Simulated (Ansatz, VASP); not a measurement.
**Sb in VASP and in Ansatz**

```
Sb
1.0
     3.13879    0.00000    0.00000
     0.00000    3.13879    0.00000
     0.00000    0.00000    3.13879
Sb
1
Direct
  0.00000 0.00000 0.00000
```

Change from the starting cell: volume scaled by 0.98.

Alike in both runs: task single point; functional PBE; k mesh 13 × 13 × 13; occupations fermi-dirac, width 0.05 eV; no spin polarisation.

```csv
,VASP,Ansatz
version,VASP 6.6.1,Ansatz 0.2.0
potentials or method,"VASP PAW PBE potentials, release 64 (Sb), cutoff 520 eV","all-electron LAPW, scalar-relativistic"
```

|  | VASP | Ansatz | Ansatz less VASP |
| --- | --- | --- | --- |
| pressure (GPa) | -1.6 | -1.6 | +0.05 |

Ansatz ran all-electron here, so the differences hold the error of VASP's frozen core and of both bases.

Spin-orbit coupling is left out, which matters for the levels of Sb.
